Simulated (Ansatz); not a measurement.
SrO in the CsCl structure was relaxed with r2SCAN, strained in 3 ways (changes of length per length), its atoms relaxed again with r2SCAN, and run with HSE06 in the PAW code Ansatz. Note: simulated data, non-magnetic, for a generated structure that need not be the stable one.

Epitaxial -1.09 % in the plane normal to [111], free normal strain +2.46 %. Input:
```yaml
crystal:
  lattice:
    - [3.1058062078, 0.03676237, 0.03676237]
    - [0.03676237, 3.1058062078, 0.03676237]
    - [0.03676237, 0.03676237, 3.1058062078]
  atoms:
    - { symbol: Sr, position: [0.0, 0.0, 0.0] }
    - { symbol: O, position: [0.5, 0.5, 0.5] }
kpoints:
  mp_grid: { grid: [6, 6, 6] }
  band_path:
    path:
      - [0.0, 0.0, 0.0]
      - [0.0, 0.5, 0.0]
      - [0.5, 0.5, 0.0]
      - [0.5, 0.5, 0.5]
      - [0.0, 0.5, 0.5]
    npoints: 1
hamiltonian:
  xc: hse06
scf:
  occupations: { method: fixed }
  n_extra_bands: 4
output:
  forces: true
  stress: true
  eigenvalues: true
```

Main results, then levels in eV from the Fermi energy at the points of the path (names of the unstrained zone, bands numbered from 0):
```
Crystal: 2 atoms, lattice volume = 29.946 Å³
Basis set: ecut = 420 eV, 595 PW (Γ)
Symmetry: 12 space group operations
Space group: R-3m (ITA 166)
k-points: 32 of 216
Free energy (F): -4116.158339 eV
Fermi energy:    9.205159 eV
--- Stress (GPa, compression-positive) ---
       -0.346526       0.130291       0.130291
        0.130291      -0.346526       0.130291
        0.130291       0.130291      -0.346526
  P = ⅓ Tr σ = -0.3465 GPa (-3.465 kbar)
```
```tsv
point	band_3	band_4	band_5	band_6	band_7	band_8	band_9	band_10
Γ	-15.659	-15.632	-0.066	-0.066	-0.057	4.339	4.339	6.258
X	-15.425	-14.853	-3.129	-0.770	-0.575	5.609	9.180	11.144
M	-16.832	-15.260	-1.358	-1.280	0.000	5.766	6.218	9.332
R	-16.751	-16.367	-3.127	-3.105	-3.105	9.923	10.408	10.408
(0,1/2,1/2)	-16.832	-15.260	-1.358	-1.280	0.000	5.766	6.218	9.332
```

The HSE06 gap is indirect, 4.34 eV (M to Γ), below the direct gap of 4.40 eV at Γ. The mean stress, -0.3 GPa, is small, and the program warns that its thresholds are loose for a hybrid's stress.

Xy shear, engineering strain (angle) +5.52 %. These blocks change:
```yaml
crystal:
  lattice:
    - [3.1028650671, 0.0856390759, 0.0]
    - [0.0856390759, 3.1028650671, 0.0]
    - [0.0, 0.0, 3.1028650671]
  atoms:
    - { symbol: Sr, position: [0.0, 0.0, 0.0] }
    - { symbol: O, position: [0.5, 0.5, 0.5] }
```

```
Crystal: 2 atoms, lattice volume = 29.851 Å³
Basis set: ecut = 420 eV, 591 PW (Γ)
Symmetry: 8 space group operations
Space group: Cmmm (ITA 65)
k-points: 52 of 216
Free energy (F): -4116.158017 eV
Fermi energy:    9.242704 eV
--- Stress (GPa, compression-positive) ---
        0.121223       0.014092       0.000000
        0.014092       0.121223       0.000000
        0.000000       0.000000       0.069034
  P = ⅓ Tr σ = 0.1038 GPa (1.038 kbar)
```
```tsv
point	band_3	band_4	band_5	band_6	band_7	band_8	band_9	band_10
Γ	-15.627	-15.607	-0.065	-0.062	-0.061	4.336	4.363	6.282
X	-15.396	-14.792	-3.134	-0.691	-0.686	5.639	9.187	11.312
M	-16.839	-15.231	-1.416	-1.223	-0.005	5.742	6.316	9.227
R	-16.683	-16.292	-3.142	-3.127	-3.108	9.900	10.272	10.675
(0,1/2,1/2)	-16.842	-15.240	-1.317	-1.308	0.000	5.774	6.193	9.423
```

With HSE06 the valence top lies at M and the conduction bottom at Γ, 4.34 eV higher; the smallest vertical gap, at Γ, is 4.40 eV. The mean stress, +0.1 GPa, is small, and the program warns that its thresholds are loose for a hybrid's stress.

**Question.** Uniaxial -2.41 % along x, other directions held gives these blocks instead:
```yaml
crystal:
  lattice:
    - [3.028086019, 0.0, 0.0]
    - [0.0, 3.1028650671, 0.0]
    - [0.0, 0.0, 3.1028650671]
  atoms:
    - { symbol: Sr, position: [0.0, 0.0, 0.0] }
    - { symbol: O, position: [0.5, 0.5, 0.5] }
```
What comes out?

**Answer.**
```
Crystal: 2 atoms, lattice volume = 29.154 Å³
Basis set: ecut = 420 eV, 579 PW (Γ)
Symmetry: 16 space group operations
Space group: P4/mmm (ITA 123)
k-points: 40 of 216
Free energy (F): -4116.141667 eV
Fermi energy:    9.652996 eV
--- Stress (GPa, compression-positive) ---
        7.568812       0.000000       0.000000
        0.000000      -0.379240       0.000000
        0.000000       0.000000      -0.379240
  P = ⅓ Tr σ = 2.2701 GPa (22.701 kbar)
```
```tsv
point	band_3	band_4	band_5	band_6	band_7	band_8	band_9	band_10
Γ	-15.690	-15.558	-0.207	-0.207	-0.045	4.203	4.224	6.489
X	-15.333	-14.843	-3.293	-0.906	-0.636	5.446	9.228	11.490
M	-16.968	-15.239	-1.470	-1.398	-0.161	5.863	6.028	9.073
R	-16.780	-16.572	-3.340	-3.340	-3.315	10.203	10.203	10.573
(0,1/2,1/2)	-17.022	-15.171	-1.404	-1.404	0.000	5.659	6.469	9.633
```
HSE06 gives an indirect gap of 4.20 eV, from M to Γ; the least direct gap is 4.25 eV at Γ. The mean pressure at these positions is +2.3 GPa, compression counted positive. The stress of a hybrid is loosely converged here.

The meshes of the hybrids are coarse, so their gaps aren't converged to the digits shown.
